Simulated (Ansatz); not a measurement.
# Co: the cost of one run

Program: Ansatz 0.2.0. Level of theory: DFT PBE, scalar-relativistic. These are calculated values, not measurements.

### 1 The starting structure

The structure is hexagonal, space group P6_3/mmc (No. 194). Conventional cell: a = 2.519 Å, b = 2.519 Å, c = 4.091 Å, α = 90.00°, β = 90.00°, γ = 120.00°. Co (site symmetry -6m2) has 12 Co at 2.51 to 2.52 Å as nearest neighbours.

As a file:

```
Co
1.0
     2.51900    0.00000    0.00000
    -1.25950    2.18152    0.00000
     0.00000    0.00000    4.09100
Co
2
Direct
  0.33333 0.66667 0.25000
  0.66667 0.33333 0.75000
```

Atoms are numbered in the order of the input: Co1, Co2.

### 2 The deformed structure

Space group P6_3/mmc before, P6_3/mmc after.

### 3 LAPW, all electrons

File input.yaml:

```yaml
crystal:
  lattice:
    - [2.4434308433, 0.0, 0.0]
    - [-1.2217154217, 2.1160731828, 0.0]
    - [0.0, 0.0, 4.091]
  atoms:
    - { symbol: Co, position: [0.3333333333, 0.6666666667, 0.25], spin: 2.0 }
    - { symbol: Co, position: [0.6666666667, 0.3333333333, 0.75], spin: 2.0 }
magnetization:
  spin_polarized: true
kpoints:
  mp_grid: { grid: [19, 19, 10] }
  band_path:
    path:
      - [0.0, 0.0, 0.0]
      - [0.5, 0.0, 0.0]
      - [0.3333333333, 0.3333333333, 0.0]
      - [0.0, 0.0, 0.0]
      - [0.0, 0.0, 0.5]
      - [0.5, 0.0, 0.5]
      - [0.3333333333, 0.3333333333, 0.5]
      - [0.0, 0.0, 0.5]
      - [0.5, 0.0, 0.5]
    npoints: 5
scf:
  occupations: { method: fermi_dirac, width: 0.05 }
hamiltonian:
  xc: pbe
  pseudopotentials: { kind: all_electron, lapw: { basis_error: 0.0005 } }
output:
  forces: true
  stress: true
  eigenvalues: true
```

On the command line:

```sh
$ ansatz run input.yaml --threads 1 --pin off --max-ram 3072MiB --backend cpu --events-out ev --progress --plain --runs-dir out
```

**Question.** How long does this run take on 1 thread of Intel Xeon Platinum 8488C (Sapphire Rapids), shared host, and how much memory does it need?

About 78 s, with a peak of 1.1 GiB.
